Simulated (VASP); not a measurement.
Crystal: Se.

```
Se
1.0
     4.36620    0.00000    0.00000
    -2.18310    3.78124    0.00000
     0.00000    0.00000    4.95360
Se
3
Direct
  0.22540 0.00000 0.33333
  0.00000 0.22540 0.66667
  0.77460 0.77460 0.00000
```

```yaml
Program: VASP 6.6.1
Task: relaxation of cell and atoms
Functional: r2SCAN
Potentials_or_basis: VASP PAW PBE potentials, release 64 (Se)
Cutoff: 600 eV
k_mesh: 9 × 9 × 6
Occupations: gaussian, width 0.03 eV
Spin: no spin polarisation
```

At the start: pressure 1.3 GPa; volume 27.26 Å³/atom.

Where does the relaxation end?

Over 11 steps the energy falls by 5.2 meV/atom and the volume is 29.21 Å³/atom (+7.1 %); space group P3_121 (No. 152, to 0.05 Å).

The path:
| step | energy change (eV) | largest force (eV/Å) | pressure (GPa) | volume (Å³) |
| --- | --- | --- | --- | --- |
| 1 | 0.0000 | 0.0562 | 1.31 | 81.78 |
| 2 | -0.0029 | 0.3001 | -0.80 | 84.45 |
| 3 | -0.0067 | 0.1517 | 0.07 | 83.29 |
| 4 | -0.0094 | 0.1071 | 0.08 | 83.76 |
| 5 | -0.0119 | 0.0075 | 0.10 | 84.90 |
| 6 | -0.0131 | 0.0024 | 0.03 | 85.46 |
| 7 | -0.0150 | 0.0315 | -0.18 | 87.13 |
| 8 | -0.0152 | 0.0405 | -0.23 | 87.65 |
| 9 | -0.0153 | 0.0581 | 0.22 | 87.60 |
| 10 | -0.0155 | 0.0116 | 0.00 | 87.63 |
| 11 | -0.0155 | 0.0095 | 0.00 | 87.63 |

Final structure:
```
CELL_PARAMETERS angstrom
4.50107 0.00000 0.00000
-2.25053 3.89804 0.00000
0.00000 0.00000 4.99445
ATOMIC_POSITIONS crystal
Se 0.21714 0.00000 0.33333
Se 0.00000 0.21714 0.66667
Se 0.78286 0.78286 0.00000
```

Caveat: the PAW data sets were made with another functional, which shifts forces and pressure a little.
